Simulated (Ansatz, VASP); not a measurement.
# Cd in VASP and in Ansatz

```
Cd
1.0
     2.97887    0.00000    0.00000
    -1.48944    2.57978    0.00000
     0.00000    0.00000    5.61765
Cd
2
Direct
  0.66667 0.33333 0.75000
  0.33333 0.66667 0.25000
```

Alike in both runs: task single point; functional PBE; k mesh 10 × 10 × 5; occupations fermi-dirac, width 0.05 eV; no spin polarisation.

```csv
,VASP,Ansatz
version,VASP 6.6.1,Ansatz 0.2.0
potentials or method,"VASP PAW PBE potentials, release 64 (Cd), cutoff 520 eV","all-electron LAPW, scalar-relativistic"
```

Ansatz gave:

- gap on the k mesh at the Fermi level (eV): none
- pressure (GPa): 2.9
- largest component of the traceless stress (GPa): 1.17

Question: Estimate VASP's values.

Answer: gap on the k mesh at the Fermi level (eV): none; pressure (GPa): 3.2; largest component of the traceless stress (GPa): 1.32.

A gap of «none» marks a metal or a gap that the smearing closes. Ansatz ran all-electron here, so the differences hold the error of VASP's frozen core and of both bases.
